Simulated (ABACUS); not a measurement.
TiB2:

```
Ti B
1.0
     3.02920    0.00000    0.00000
    -1.51460    2.62336    0.00000
     0.00000    0.00000    3.22840
Ti B
1 2
Direct
  0.00000 0.00000 0.00000
  0.66667 0.33333 0.50000
  0.33333 0.66667 0.50000
```

Below is the output of ABACUS 3.10.1 for this cell. Logs are shortened: lines on timing, memory, paths and dates and some standing lists are left out, and cuts for length are marked.

```text
ABACUS v3.10.1

               Atomic-orbital Based Ab-initio Computation at UStc

 ------------------------------------------------------------------------------------

 READING GENERAL INFORMATION
                           global_out_dir = OUT.TiB2/
                           global_in_card = INPUT
                               pseudo_dir = ./
                              orbital_dir =
                                    DSIZE = 4
                                    GSIZE = 1

 READING UNITCELL INFORMATION
                                    ntype = 2
                  lattice constant (Bohr) = 1.88973
              lattice constant (Angstrom) = 1

 READING ATOM TYPE 1
                               atom label = Ti
                      L=0, number of zeta = 1
                      L=1, number of zeta = 1
                      L=2, number of zeta = 1
             number of atom for this type = 1

 READING ATOM TYPE 2
                               atom label = B
                      L=0, number of zeta = 1
                      L=1, number of zeta = 1
                      L=2, number of zeta = 1
             number of atom for this type = 2

                        TOTAL ATOM NUMBER = 3
DIRECT COORDINATES
    atom                   x                   y                   z     mag                  vx                  vy                  vz
taud_Ti1            0.0000000000        0.0000000000        0.0000000000  0.0000        0.0000000000        0.0000000000        0.0000000000
taud_B1            0.6666666667        0.3333333333        0.5000000000  0.0000        0.0000000000        0.0000000000        0.0000000000
taud_B2            0.3333333333        0.6666666667        0.5000000000  0.0000        0.0000000000        0.0000000000        0.0000000000

                          Volume (Bohr^3) = 173.129
                             Volume (A^3) = 25.6551

 Lattice vectors: (Cartesian coordinate: in unit of a_0)
[... 248 lines left out ...]
     Energy           Rydberg                 eV
----------------------------------------------------------
 E_KohnSham     -129.0805398394      -1756.2308427315
 E_Harris       -134.0642729718      -1824.0380106444
 E_Fermi        1.1993992499         16.3186639754
----------------------------------------------------------
[... 63 lines left out ...]
 Density error is 3.32051629214e-09
                          Error Threshold = 1.66550259667e-08
----------------------------------------------------------
     Energy           Rydberg                 eV
----------------------------------------------------------
 E_KohnSham     -129.3190540876      -1759.4759955615
 E_KS(sigma->0) -129.3190090130      -1759.4753822906
 E_Harris       -129.3191024383      -1759.4766534069
 E_band         -6.7406571113        -91.7113449775
 E_one_elec     -27.5292342678       -374.5544476187
 E_Hartree      23.0279472710        313.3112961287
 E_xc           -22.2001250802       -302.0481974039
 E_Ewald        -102.6175518614      -1396.1834201258
 E_entropy(-TS) -0.0000901491        -0.0012265418
 E_descf        0.0000000000         0.0000000000
 E_exx          0.0000000000         0.0000000000
 E_Fermi        1.1313673283         15.3930421964
----------------------------------------------------------

 charge density convergence is achieved
 final etot is -1759.4759956 eV
 EFERMI = 15.393042196 eV

 STATE ENERGY(eV) AND OCCUPATIONS    NSPIN == 1
 1/10 kpoint (Cartesian) = 0.0000 0.0000 0.0000 (2255 pws)
       1       -41.6791     0.00520833
       2       -18.0191     0.00520833
       3       -17.7043     0.00520833
       4       -17.7043     0.00520833
       5        1.78621     0.00520833
       6        12.6923     0.00520833
[... 104 lines left out ...]
       6        10.7659      0.0312500
[... 11 lines left out ...]
      18        25.3639    7.74210e-89
      19        34.4291        0.00000

[... levels at 4 further k points ...]

------------------------------------------------------------------------------------------
 TOTAL-FORCE (eV/Angstrom)
------------------------------------------------------------------------------------------
                       Ti1         0.0000000000         0.0000000000         0.0000000000
                        B1         0.0000000000         0.0000000000         0.0000000000
                        B2         0.0000000000         0.0000000000         0.0000000000
------------------------------------------------------------------------------------------

----------------------------------------------------------------
 TOTAL-STRESS (KBAR)
----------------------------------------------------------------
         2.9165036854         0.0000000000         0.0000000000
        -0.0000000000         2.9165036855        -0.0000000000
        -0.0000000000         0.0000000000        -6.0886171802
----------------------------------------------------------------
 TOTAL-PRESSURE: -0.085203 KBAR

 --------------------------------------------
 !FINAL_ETOT_IS -1759.4759955614977116 eV
 --------------------------------------------
```

**Question.** Write the input and the command behind it.

**Answer.** Single point with PBE, no spin polarisation. The files as run (others can give the same):

INPUT
```
INPUT_PARAMETERS
suffix              TiB2
calculation         scf
basis_type          pw
pseudo_dir          ./
symmetry            1
dft_functional      pbe
ecutwfc             84
pseudo_rcut         7
nspin               1
nbands              19
ks_solver           dav
smearing_method     fd
smearing_sigma      0.00367493
scf_thr             1e-08
scf_nmax            100
mixing_type         broyden
mixing_beta         0.7
cal_force           1
cal_stress          1
out_chg             1
kpar                4
```

STRU
```
ATOMIC_SPECIES
Ti 47.8670 22_Ti_12_2.0_2.8_pbe_n_v1.0.upf
B 10.8100 05_B_3_1.5_1.7_pbe_n_v1.0.upf

LATTICE_CONSTANT
1.8897261246

LATTICE_VECTORS
3.0292000000 0.0000000000 0.0000000000
-1.5146000000 2.6233641531 0.0000000000
0.0000000000 0.0000000000 3.2284000000

ATOMIC_POSITIONS
Direct

Ti
0.0
1
0.0000000000 0.0000000000 0.0000000000 1 1 1

B
0.0
2
0.6666666667 0.3333333333 0.5000000000 1 1 1
0.3333333333 0.6666666667 0.5000000000 1 1 1
```

KPT
```
K_POINTS
0
Gamma
8 8 6 0 0 0
```

Potentials or basis: SPMS ONCV 1.0 PBE, plane waves.
Run with:
```bash
$ OMP_NUM_THREADS=1 mpirun -np 4 abacus > log
```
